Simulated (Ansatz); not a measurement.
# PbSe (Clausthalite) (Fm-3m) in Ansatz: settings compared

One crystal, PbSe (Clausthalite), is run at these levels: RPBE+D4, HSE03; tasks: electrostatic potential, single point.

Program: Ansatz 0.2.0. These are calculated values, not measurements. Logs are shortened: lines on timing, memory, paths and dates and some standing lists are left out, and cuts for length are marked.

## 1. Starting point

Symmetry: Fm-3m, No. 225, cubic system. The conventional cell has a = 6.121 Å, b = 6.121 Å, c = 6.121 Å, α = 90.00°, β = 90.00°, γ = 90.00°. Around Pb (site symmetry m-3m) lie 6 Se at 3.06 Å. Around Se (site symmetry m-3m) lie 6 Pb at 3.06 Å.

## 2. Electrostatic potential, RPBE+D4, spin-orbit coupling, no magnetisation (volume scaled by 0.92)

Input file input.yaml:

```yaml
crystal:
  lattice: { a: 5.95350798, b: 5.95350798, c: 5.95350798, alpha: 90.0, beta: 90.0, gamma: 90.0 }
  space_group: 225
  reduce_to_primitive: true
  atoms:
    - { symbol: Pb, wyckoff: "4a", position: [0.0, 0.0, 0.0] }
    - { symbol: Se, wyckoff: "4b", position: [0.5, 0.0, 0.0] }
hamiltonian:
  xc: rpbe
  pseudopotentials: { kind: paw_fr }
  dispersion: d4
magnetization:
  noncollinear: true
  spin_orbit: true
kpoints:
  mp_grid: { grid: [8, 8, 8] }
scf:
  occupations: { method: fermi_dirac, width: 0.01 }
output:
  forces: true
  stress: true
  eigenvalues: true
  write_density: true
  write_potential: true
  elf: true
  volumetric_format: npy
```

Potentials or basis: Ansatz PAW.

The run is started by

```console
$ ansatz run input.yaml --threads 1 --pin off --max-ram 2560MiB --backend cpu --events-out ev --progress --plain --runs-dir out
```

Output:

```text
Warning: RAYON_NUM_THREADS=1 ignored (pool sized by the plan → 1); use --threads N
crystal.space_group: 225 is read as Fm-3m: the typed cell holds Pb4Se4 (Pb 4a, Se 4b). Least distances (Å): Pb–Pb 4.210, Pb–Se 2.977, Se–Se 4.210
crystal.space_group generates its sites in this order, which a site index counts, at these fractional coordinates of the primitive cell where crystal.reduce_to_primitive is true, and else of the cell that is read (crystal.supercell repeats the list replica by replica, and crystal.defects acts on that): 0: Pb [0.000000, 0.000000, 0.000000]; 1: Se [0.500000, 0.500000, 0.500000];
Engine: ansatz 0.2.0, aarch64-unknown-linux-gnu
Pseudopotentials: kind: paw_fr
Pseudopotential: Pb, paw_fr, valence charge 14, recommended cutoff 420 eV (normal), Pb.paw.azcp#standard-fr
Pseudopotential: Se, paw_fr, valence charge 16, recommended cutoff 420 eV (normal), Se.paw.azcp#standard-fr
Functional definition: RPBE
  parameter kappa = 0.804
  parameter beta = 0.06672455060314922
  exchange = rpbe_x(kappa = kappa, mu = beta*pi^2/3)
  correlation = pbe_c(beta = beta)
non-collinear run that drives no moment, with spin-orbit: no starting moment large enough to seed its density (crystal.atoms[].spin), no starting occupations that ask for one, no magnetisation constraint and no magnetic field, so the semilocal B_xc is pinned to zero
Crystal: 2 atoms, lattice volume = 52.754 Å³
Basis set: ecut = 420 eV, 965 PW (Γ), exchange–correlation on 60×60×60 points (8 copies of the dense FFT grid, shifted against one another)
Bands: 38, of which v1, the nominal top of the filled ones, is band 30 counted from 1 (29 counted from 0)
Symmetry: 48 space group operations + 48 with time reversal
Magnetic group: BNS 225.117 (UNI 1619), of the structure as read, at distance tolerance 3.8e-5 Å
k-points: 29 of 512
Projection manifold: j_resolved (fully-relativistic pseudo-atomic orbitals)
Non-local potential: Pb, projectors of the file, l = 0: 2, l = 1: 4, l = 2: 4, l = 3: 4
Non-local potential: Se, projectors of the file, l = 0: 2, l = 1: 4, l = 2: 6, l = 3: 2
PAW form: soft (Blöchl's): semilocal exchange-correlation on the pseudo side does not see the compensation charge
PAW frozen core: Pb, regenerated for the run's functional, and the local potential with it (the file was generated under x = pbe(κ = 0.804, μ = 0.2195149727645171), c = pbe(β = 0.06672455060314922))
PAW frozen core: Se, regenerated for the run's functional, and the local potential with it (the file was generated under x = pbe(κ = 0.804, μ = 0.2195149727645171), c = pbe(β = 0.06672455060314922))
PAW one-centre angular grid: Pb, 590 points (default); XC on 96 Gauss nodes
PAW one-centre angular grid: Se, 590 points (default); XC on 96 Gauss nodes
Initial density: superposition of atomic densities (chi_scale 0.1, normalization cell, long waves kept (reshape's long-wave potential 0.00 eV rms))
Initial wavefunctions: pseudopotential atomic-orbital guess
Functional: x = rpbe, c = pbe(β = 0.06672455060314922)
SCF iter   1: F=—  HF=-17437.905316 eV  |F-HF|=—  |Δ(HF+E_count)|=         —  Δρ=1.97e-2  dr2=2.63e-1  dr2_m=0.00e0 (ungated)  ethr=3.10e-3  |M|=0.00e0 ∫|m|=0.00e0 μB  |m|>n=0.0e0 m-floor=0.0e0 τ_xc=0.0e0  β_m=0.30  ⟨swp⟩=9.7  Hψ=2904  notcnv=0
preconditioner: auto → none  [insulator: Δε(μ)=0.348 eV  Ē_g=15.529 eV  σ=0.010 eV  W_gap=1.00  n_scr=14 (ndim 8)  ℏωp=22.9 eV  f_vac=0.000  D(μ)=0.00/eV (n_scr^D=0)  ε∞_Penn≈3.2]
SCF iter   2: F=—  HF=-17437.862670 eV  |F-HF|=—  |Δ(HF+E_count)|=   4.26e-2  Δρ=1.15e-2  dr2=6.67e-2  dr2_m=0.00e0 (ungated)  ethr=8.77e-4  |M|=0.00e0 ∫|m|=0.00e0 μB  |m|>n=0.0e0 m-floor=0.0e0 τ_xc=0.0e0  β_m=0.43  ⟨swp⟩=2.0  Hψ=751  notcnv=0  defer=70
SCF iter   3: F=—  HF=-17437.863712 eV  |F-HF|=—  |Δ(HF+E_count)|=   1.04e-3  Δρ=4.18e-3  dr2=7.65e-3  dr2_m=0.00e0 (ungated)  ethr=2.22e-4  |M|=0.00e0 ∫|m|=0.00e0 μB  |m|>n=0.0e0 m-floor=0.0e0 τ_xc=0.0e0  β_m=0.54  ⟨swp⟩=2.7  Hψ=823  notcnv=0  defer=70
SCF iter   4: F=—  HF=-17437.866566 eV  |F-HF|=—  |Δ(HF+E_count)|=   2.85e-3  Δρ=6.28e-4  dr2=1.40e-4  dr2_m=0.00e0 (ungated)  ethr=2.55e-5  |M|=0.00e0 ∫|m|=0.00e0 μB  |m|>n=0.0e0 m-floor=0.0e0 τ_xc=0.0e0  β_m=0.60  ⟨swp⟩=2.2  Hψ=733  notcnv=0  defer=70
SCF iter   5: F=—  HF=-17437.866726 eV  |F-HF|=—  |Δ(HF+E_count)|=   1.60e-4  Δρ=1.38e-4  dr2=6.27e-6  dr2_m=0.00e0 (ungated)  ethr=4.66e-7  |M|=0.00e0 ∫|m|=0.00e0 μB  |m|>n=0.0e0 m-floor=0.0e0 τ_xc=0.0e0  β_m=0.73  ⟨swp⟩=2.0  Hψ=744  notcnv=0  defer=70
SCF iter   6: F=—  HF=-17437.866733 eV  |F-HF|=—  |Δ(HF+E_count)|=   7.22e-6  Δρ=2.19e-5  dr2=2.36e-7  dr2_m=0.00e0 (ungated)  ethr=2.09e-8  |M|=0.00e0 ∫|m|=0.00e0 μB  |m|>n=0.0e0 m-floor=0.0e0 τ_xc=0.0e0  β_m=0.68  ⟨swp⟩=2.7  Hψ=956  notcnv=0  defer=70
SCF iter   7: F=-17437.866734 eV  HF=-17437.866734 eV  |F-HF|=4.13e-8  |Δ(HF+E_count)|=   2.41e-7  Δρ=6.68e-6  dr2=1.38e-8  dr2_m=0.00e0 (ungated)  ethr=3.33e-10  |M|=0.00e0 ∫|m|=0.00e0 μB  |m|>n=0.0e0 m-floor=0.0e0 τ_xc=0.0e0  ⟨swp⟩=15.3  Hψ=4495  notcnv=0
SCF 1 converged in 7 iterations: F = -17437.866734 eV  dr2 = 1.38e-8
  Residual-converged pass: ⟨swp⟩=3.4  Hψ=1142  notcnv=0  max |occ|·‖R‖ = 7.1e-9 eV (tolerance 1.0e-8 eV)  dr2=1.38e-8  dr2_m=0.00e0 (ungated)  dr2_onsite=2.39e-9  max |Δocc| = 5.8e-20
SCF converged after 7 iterations
Magnetization: |M| = 0.0000 μB,  M = (+0.0000, +0.0000, +0.0000) μB
Absolute magnetization: 0.0000 μB (∫|m|)
  site 0: m = (+0.0000, +0.0000, +0.0000) μB, |m| = 0.0000 μB  (R = 1.23 Å)
  site 1: m = (+0.0000, +0.0000, +0.0000) μB, |m| = 0.0000 μB  (R = 1.23 Å)
Free energy (F): -17437.866734 eV
Harris-Foulkes:  -17437.866734 eV  (|F-HF|=4.13e-8)
Internal energy: -17437.866734 eV  (E = F + TS)
E sigma→0 (E₀):  -17437.866734 eV
Fermi energy:    10.438122 eV
--- Per-component energies (eV) ---
  E_band       = -388.894650
  E_kinetic    = 409.495161
  E_local      = -3390.734319  (includes V_loc(G=0)·N_el)
  E_nonlocal   = -246.811424
  E_hartree    = 1591.568025
  E_xc         = -327.359666
  E_vxc        = -232.701003  (∫ρ·V_xc dr)
  E_paw        = -12375.657930  (= ΣΔE_a)
  E_vpaw       = -111.275493  (= ΣTr[D̂ρ^β])
  E_aug_tail   = -0.000680  (compensation charges beyond the density's cutoff)
  E_ewald      = -3096.588382
  E_disp       = -1.576750  (pairwise vdW)
  E_core_change = -0.200770  (= ΣΔE_core)
  E_smearing   = -0.000000  (= −TS)
  E_closure    = 0.000000  (closes the sum)
  Σ components = -17437.866734   (vs F -17437.866734, Δ=0.00e0)
--- Forces (eV/Å), atoms counted from 1 ---
  atom   1  Pb     0.00000000     0.00000000    -0.00000000
  atom   2  Se    -0.00000000     0.00000000    -0.00000000
  max |Σ_I F_I| component: 5.09e-31 eV/Å
--- Stress (GPa, compression-positive) ---
        4.732479      -0.000000      -0.000000
        0.000000       4.732479      -0.000000
       -0.000000      -0.000000       4.732479
  P = ⅓ Tr σ = 4.7325 GPa (47.325 kbar)
--- Band table (eV; the first three rows and the last of 29) ---
  k-point 0: bands = ["-37.6368", "-37.6368", "-37.6368", "-37.6368", "-36.7443", "-36.7443", "-36.7443", "-36.7443", "-36.7427", "-36.7427", "-7.8976", "-7.8976", "-7.8976", "-7.8976", "-5.3416", "-5.3416", "-5.3411", "-5.3411", "-5.3411", "-5.3411", "-3.8078", "-3.8078", "4.4936", "4.4936", "7.7281", "7.7281", "8.4147", "8.4147", "8.4147", "8.4147", "13.7690", "13.7690", "16.2138", "16.2138", "16.2138", "16.2138", "16.8780", "16.8780"]
  k-point 1: bands = ["-37.6368", "-37.6368", "-37.6368", "-37.6368", "-36.7443", "-36.7443", "-36.7443", "-36.7443", "-36.7427", "-36.7427", "-7.8983", "-7.8983", "-7.8956", "-7.8956", "-5.3466", "-5.3466", "-5.3385", "-5.3385", "-5.3374", "-5.3374", "-3.6739", "-3.6739", "3.9416", "3.9416", "7.8887", "7.8887", "8.4532", "8.4532", "8.7325", "8.7325", "13.1429", "13.1429", "14.9303", "14.9303", "15.2841", "15.2841", "16.8045", "16.8045"]
  k-point 2: bands = ["-37.6368", "-37.6368", "-37.6367", "-37.6367", "-36.7443", "-36.7443", "-36.7443", "-36.7443", "-36.7427", "-36.7427", "-7.9001", "-7.9001", "-7.8909", "-7.8909", "-5.3599", "-5.3599", "-5.3320", "-5.3320", "-5.3276", "-5.3276", "-3.3029", "-3.3029", "2.8272", "2.8272", "8.1377", "8.1377", "8.5659", "8.5659", "9.3923", "9.3923", "12.0009", "12.0009", "13.3790", "13.3790", "13.9677", "13.9677", "17.0456", "17.0456"]
  k-point 28: bands = ["-37.6367", "-37.6367", "-37.6367", "-37.6367", "-36.7443", "-36.7443", "-36.7442", "-36.7442", "-36.7426", "-36.7426", "-7.9134", "-7.9134", "-7.8898", "-7.8898", "-5.4589", "-5.4589", "-5.3373", "-5.3373", "-5.3028", "-5.3028", "-1.9968", "-1.9968", "2.3064", "2.3064", "5.4860", "5.4860", "5.7316", "5.7316", "9.5624", "9.5624", "12.1915", "12.1915", "15.4957", "15.4957", "15.5850", "15.5850", "18.1203", "18.1203"]
```

It took 13 s on 1 thread of Arm Neoverse V2, shared host; peak memory 0.49 GiB.

Results:

```yaml
Free_energy: -17437.8667 eV
Pressure: 4.7 GPa
Band_gap_on_the_k_mesh: 0.46 eV, direct
```

Levels at points of the mesh, in eV from the valence-band top:
```csv
k point,band 28,band 29,band 30,band 31,band 32,band 33
"(0.00, 0.00, 0.00)",-1.79,-1.79,-1.79,3.56,3.56,6.01
"(0.00, 0.00, -0.50)",-1.41,0.00,0.00,0.46,0.46,1.55
"(0.00, -0.50, -0.50)",-3.76,-3.25,-3.25,3.77,3.77,5.23
```

Caveat: the PAW data sets come from PBE, with cores solved anew for the run's functional, which leaves a small shift of forces and pressure. A k mesh can miss the band edges.

## 3. Electrostatic potential, RPBE+D4, spin-orbit coupling, no magnetisation (volume scaled by 0.92)

Input file input.yaml:

```yaml
crystal:
  lattice:
    - [0.0, 2.976753991, 2.976753991]
    - [2.976753991, 0.0, 2.976753991]
    - [2.976753991, 2.976753991, 0.0]
  atoms:
    - { symbol: Pb, position: [0.0, 0.0, 0.0] }
    - { symbol: Se, position: [0.5, 0.5, 0.5] }
hamiltonian:
  xc: rpbe
  pseudopotentials: { kind: paw_fr }
  dispersion: d4
magnetization:
  noncollinear: true
  spin_orbit: true
kpoints:
  mp_grid: { grid: [8, 8, 8] }
scf:
  occupations: { method: fermi_dirac, width: 0.01 }
output:
  forces: true
  stress: true
  eigenvalues: true
  write_density: true
  write_potential: true
  elf: true
  volumetric_format: npy
```

Potentials or basis: Ansatz PAW.

The run is started by

```console
$ ansatz run input.yaml --threads 1 --pin off --max-ram 2560MiB --backend cpu --events-out ev --progress --plain --runs-dir out
```

It took 12 s on 1 thread of Arm Neoverse V2, shared host; peak memory 0.48 GiB.

It converged, with:

```yaml
Free_energy: -17437.8667 eV
Pressure: 4.7 GPa
Band_gap_on_the_k_mesh: 0.46 eV, direct
```

Levels at points of the mesh, in eV from the valence-band top:
| k point | band 27 | band 28 | band 29 | band 30 | band 31 | band 32 | band 33 | band 34 |
| --- | --- | --- | --- | --- | --- | --- | --- | --- |
| (0.00, 0.00, 0.00) | -1.79 | -1.79 | -1.79 | -1.79 | 3.56 | 3.56 | 6.01 | 6.01 |
| (0.00, 0.00, -0.50) | -1.41 | -1.41 | 0.00 | 0.00 | 0.46 | 0.46 | 1.55 | 1.55 |
| (0.00, -0.50, -0.50) | -3.76 | -3.76 | -3.25 | -3.25 | 3.77 | 3.77 | 5.23 | 5.23 |

Caveat: the PAW data sets come from PBE, with cores solved anew for the run's functional, which leaves a small shift of forces and pressure. A k mesh can miss the band edges.

## 4. Single point, HSE03

Input file input.yaml:

```yaml
crystal:
  lattice:
    - [0.0, 3.06065, 3.06065]
    - [3.06065, 0.0, 3.06065]
    - [3.06065, 3.06065, 0.0]
  atoms:
    - { symbol: Pb, position: [0.0, 0.0, 0.0] }
    - { symbol: Se, position: [0.5, 0.5, 0.5] }
hamiltonian:
  xc: { exchange: pbe, correlation: pbe, exx: { coeff: 0.25, omega: 0.3 } }
  pseudopotentials: { kind: nc, source: spms }
kpoints:
  mp_grid: { grid: [5, 5, 5] }
scf:
  occupations: { method: gaussian, width: 0.1 }
  lower_state_search: light
  n_extra_bands: 4
output:
  forces: true
  stress: true
  eigenvalues: true
  write_density: true
  write_potential: true
  elf: true
  volumetric_format: npy
basis:
  ecutrho_ratio: 12
```

Potentials or basis: SPMS NC.

The run is started by

```console
$ ansatz run input.yaml --threads 1 --pin off --max-ram 2560MiB --backend cpu --events-out ev --progress --plain --runs-dir out
```

Run time: 52 s. Hardware: 1 thread of Arm Neoverse V2, shared host; peak memory 1.3 GiB.

The run converged. Its results:

```
Free energy : -4704.9399 eV
Pressure    : -0.3 GPa
```

Levels at points of the mesh, in eV from the Fermi level:
```
           k point  band 13  band 14  band 15  band 16  band 17  band 18
(0.00, 0.00, 0.00)    -2.51    -2.51    -2.51     4.68     4.68     4.68
```

Caveat: this odd mesh misses L, where the gap lies, so gap, dielectric constants and Born charges aren't listed; the potentials were made for another functional, which shifts forces and pressure; the thresholds are loose for stress. The run has no spin-orbit coupling, so splittings on Pb are missing.
